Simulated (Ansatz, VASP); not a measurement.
Given: the input of a run of Ansatz 0.2.0 on Zn.

File input.yaml:

```yaml
crystal:
  lattice:
    - [0.0, 1.964776, 1.964776]
    - [1.964776, 0.0, 1.964776]
    - [1.964776, 1.964776, 0.0]
  atoms:
    - { symbol: Zn, position: [0.0, 0.0, 0.0] }
hamiltonian:
  xc: pbesol
  pseudopotentials: { kind: paw }
kpoints:
  mp_grid: { grid: [12, 12, 12] }
scf:
  occupations: { method: fermi_dirac, width: 0.05 }
output:
  forces: true
  stress: true
  eigenvalues: true
relax:
  f_tol: 0.01
  max_steps: 40
  cell: { stress_tol: 0.05 }
```

Potentials or basis: Ansatz PAW.

Command:

```bash
$ ansatz run input.yaml --threads 2 --pin off --max-ram 5632MiB --backend cpu --events-out ev --progress --plain --runs-dir out
```

Task: Translate it to VASP 6.6.1. Potentials there: VASP PAW PBE potentials, release 64 (Zn).

Result: As run (the cutoff follows the program's own potentials):

Contents of INCAR:

```
PREC = Accurate ; ENCUT = 600
EDIFF = 1E-7 ; ISMEAR = -1
SIGMA = 0.05 ; LREAL = False
LASPH = True ; NELM = 60
ALGO = Normal ; ISIF = 3
LWAVE = False ; LCHARG = False
GGA = PS ; IBRION = 2
NSW = 60 ; EDIFFG = -0.01
```

Contents of KPOINTS:

```
regular mesh
0
Gamma
  12 12 12
```

File POSCAR:

```
Zn
1.0
    0.0000000000      1.9647760000      1.9647760000
    1.9647760000      0.0000000000      1.9647760000
    1.9647760000      1.9647760000      0.0000000000
Zn
1
Direct
    0.0000000000      0.0000000000      0.0000000000
```

Potentials or basis: VASP PAW PBE potentials, release 64 (Zn).

The run is started by

```bash
$ cat potpaw_PBE.64/Zn/POTCAR > POTCAR
$ mpirun -np 1 vasp_std > vasp.out
```

Both were run:

|  | VASP | Ansatz | Ansatz less VASP |
| --- | --- | --- | --- |
| gap on the k mesh at the Fermi level, each at its own relaxed structure (eV) | none | none | - |
| relaxed volume (Å³/atom) | 14.17 | 14.10 | -0.070 |
| relaxed cell length with the largest relative difference (Å) | 2.716 | 2.712 | -0.0045 |
| energy change over the relaxation (meV/atom) | -17 | -19 | -2.2 |

A gap of «none» marks a metal or a gap that the smearing closes.

Caveats: the PAW data sets were made with another functional, which shifts forces and pressure a little (VASP); the plane-wave basis is chosen anew once the cell has moved, so the energies of steps on either side of that aren't comparable (Ansatz); the PAW data sets come from PBE, with cores solved anew for the run's functional, which leaves a small shift of forces and pressure (Ansatz).
